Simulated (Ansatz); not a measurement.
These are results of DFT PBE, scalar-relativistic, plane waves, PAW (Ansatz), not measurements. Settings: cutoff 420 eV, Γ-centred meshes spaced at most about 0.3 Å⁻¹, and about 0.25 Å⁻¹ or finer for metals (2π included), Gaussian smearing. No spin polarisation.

These are static total energies at zero pressure.

Two relaxed structures of Na₂Cl₃:

A.

```cif
data_structure
_symmetry_space_group_name_H-M 'P4/mmm'
_symmetry_Int_Tables_number 123
_cell_length_a 4.6097
_cell_length_b 4.6097
_cell_length_c 8.5406
_cell_angle_alpha 90.000
_cell_angle_beta 90.000
_cell_angle_gamma 90.000
_cell_volume 181.48
loop_
_atom_site_label
_atom_site_type_symbol
_atom_site_symmetry_multiplicity
_atom_site_Wyckoff_symbol
_atom_site_fract_x
_atom_site_fract_y
_atom_site_fract_z
_atom_site_occupancy
Na1 Na 2 g 0.00000 0.00000 0.69745 1
Cl1 Cl 1 a 0.00000 0.00000 0.00000 1
Cl2 Cl 2 e 0.00000 0.50000 0.50000 1
```

B.

```cif
data_structure
_symmetry_space_group_name_H-M 'P-3m1'
_symmetry_Int_Tables_number 164
_cell_length_a 4.8696
_cell_length_b 4.8696
_cell_length_c 6.0116
_cell_angle_alpha 90.000
_cell_angle_beta 90.000
_cell_angle_gamma 120.000
_cell_volume 123.46
loop_
_atom_site_label
_atom_site_type_symbol
_atom_site_symmetry_multiplicity
_atom_site_Wyckoff_symbol
_atom_site_fract_x
_atom_site_fract_y
_atom_site_fract_z
_atom_site_occupancy
Na1 Na 2 d 0.33333 0.66667 0.21982 1
Cl1 Cl 1 a 0.00000 0.00000 0.00000 1
Cl2 Cl 2 d 0.33333 0.66667 0.69253 1
```

Problem. Which is lower in energy, and by how much?

Solution. B is lower, by 76 meV/atom. A has space group P4/mmm (No. 123), 36.3 Å³/atom and no gap on its mesh; B has space group P-3m1 (No. 164), 24.7 Å³/atom and no gap. Counting Cl atoms around Na (those within 1.25 times the shortest such distance or 1.15 times the sum of covalent radii; a plus sign parts nearer from farther groups), A has Na 1+4 and B has Na 8. The denser one is the lower, and pressure would at first widen the difference. In A, Na has 1 Cl at 2.58 Å, 4 Cl at 2.86 Å and 1 Na at 3.37 Å; around Cl on a site of symmetry 4/mmm lie 2 Na at 2.58 Å; Cl on a site of symmetry mmm has 4 Na at 2.86 Å and 4 Cl at 3.26 Å. In B, around Na lie 4 Cl at 2.84–2.86 Å and 4 Cl at 3.11–3.17 Å; Cl on a site of symmetry -3m is surrounded by 6 Na at 3.11 Å and 6 Cl at 3.36 Å; around Cl on a site of symmetry 3m lie 4 Na at 2.84–2.86 Å, 1 Na at 3.17 Å, 3 Cl at 3.36 Å and 3 Cl at 3.64 Å. Both come from invented guesses.

In P4/mmm, P-3m1 an odd number of electrons in the primitive cell allows no gap without spin; a larger cell or a magnetic state could open one. A magnetic state wasn't ruled out in cells without spin, among them P4/mmm, P-3m1. Cells relaxed within their symmetry can be saddle points.
